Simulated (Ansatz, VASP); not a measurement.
# In3As in VASP and in Ansatz

File INCAR:

```
PREC = Accurate ; ENCUT = 520
EDIFF = 1E-7 ; ISMEAR = -1
SIGMA = 0.05 ; LREAL = F
LASPH = T ; NELM = 60
ALGO = Normal ; ISIF = 2
LWAVE = F ; LCHARG = F
GGA = PE ; NBANDS = 30
```

Contents of KPOINTS:

```
Automatic mesh
0
Gamma
  6 6 6
```

POSCAR

```
In3As
1.0
    4.6403264915      0.0000000000      0.0000000000
    0.0000000000      4.6403264915      0.0000000000
    0.0000000000      0.0000000000      4.6403264915
In As
3 1
Direct
    0.5000000000      0.5000000000      0.0000000000
    0.5000000000      0.0000000000      0.5000000000
    0.0000000000      0.5000000000      0.5000000000
    0.0000000000      0.0000000000      0.0000000000
```

File input.yaml:

```yaml
crystal:
  lattice:
    - [4.6403264915, 0.0, 0.0]
    - [0.0, 4.6403264915, 0.0]
    - [0.0, 0.0, 4.6403264915]
  atoms:
    - { symbol: In, position: [0.5, 0.5, 0.0] }
    - { symbol: In, position: [0.5, 0.0, 0.5] }
    - { symbol: In, position: [0.0, 0.5, 0.5] }
    - { symbol: As, position: [0.0, 0.0, 0.0] }
hamiltonian:
  xc: pbe
  pseudopotentials: { kind: paw }
kpoints:
  mp_grid: { grid: [6, 6, 6] }
scf:
  occupations: { method: fermi_dirac, width: 0.05 }
output:
  forces: true
  stress: true
  eigenvalues: true
  write_density: true
  write_potential: true
  elf: true
  volumetric_format: npy
```

Change from the starting cell: volume scaled by 0.98.

Alike in both runs: task single point; functional PBE; k mesh 6 × 6 × 6; occupations fermi-dirac, width 0.05 eV; no spin polarisation.

|  | VASP | Ansatz |
| --- | --- | --- |
| version | VASP 6.6.1 | Ansatz 0.2.0 |
| potentials or method | VASP PAW PBE potentials, release 64 (In_d, As) | Ansatz PAW |
| plane-wave cutoff (eV) | 520 | 420 |
| valence electrons in the cell | 44 | 54 |

```csv
,VASP,Ansatz,Ansatz less VASP
gap on the k mesh at the Fermi level (eV),none,none,-
pressure (GPa),1.5,1.5,+0.01
```

A gap of «none» marks a metal or a gap that the smearing closes. The two sets of potentials don't hold the same shells in valence.
